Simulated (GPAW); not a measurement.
## ZrSe2 in GPAW: convergence with density grid spacing (A)

Input of the first run (density grid spacing (A) 0.24); the others differ in this setting and in those tied to it:

run.py

```python
from ase.dft.bandgap import bandgap
from ase.io import read, write
from ase.units import GPa
from gpaw import GPAW, PW

atoms = read('ZrSe2.xyz')

calc = GPAW(mode=PW(600),
            h=0.24,
            xc='PBE',
            kpts={'size': (6, 6, 4), 'gamma': True},
            occupations={'name': 'fermi-dirac', 'width': 0.05},
            nbands=24,
            convergence={'density': 1e-05, 'energy': 1e-05},
            maxiter=100,
            txt='gpaw.txt')
atoms.calc = calc
energy = atoms.get_potential_energy()
forces = atoms.get_forces()
stress = atoms.get_stress()
calc.write('gs.gpw')
write('result.traj', atoms)
print(f'Energy: {energy:.6f} eV')
print('Forces (eV/A):')
print(forces.round(4))
print('Stress (GPa):', (stress / GPa).round(3))
print('Fermi level:', round(calc.get_fermi_level(), 4), 'eV')
print(f'Gap: {bandgap(calc)[0]:.4f} eV, direct: {bandgap(calc, direct=True)[0]:.4f} eV')
```

The input ZrSe2.xyz:

```xyz
3
Lattice="3.7980000000 0.0000000000 0.0000000000 -1.8990000000 3.2891644836 0.0000000000 0.0000000000 0.0000000000 6.1920000000" Properties=species:S:1:pos:R:3 pbc="T T T"
Zr     0.0000000000      0.0000000000      0.0000000000
Se     1.8990000002      1.0963881611      4.6440000000
Se    -0.0000000002      2.1927763225      1.5480000000
```

Potentials or basis: GPAW PAW data sets (gpaw-data 1.2.1), pw.

Launch:

```bash
$ OMP_NUM_THREADS=1 python run.py
```

Hardware: 1 thread of Arm Neoverse V2 (shared host).

```tsv
density grid spacing (A)	energy less the tightest run, at zero smearing (meV/atom)	SCF cycles	CPU time (s)	peak memory (GiB)
0.24	-0.43	10	13	0.17
0.2	-0.09	10	15	0.18
0.17	-0.01	10	24	0.19
0.15	-0.01	10	31	0.2
0.13	0.00	10	40	0.22
0.11	0.00	10	66	0.28
0.09	0.00	10	120	0.42
```

Against the tightest run, the energy stays within 1 meV/atom from 0.24 on. The tightest run that finished is the yardstick and may itself not be fully converged.

Caveat, for the tightest run too: this functional lacks dispersion, which binds the layers, so the pressure and a relaxed spacing across them are unreliable.
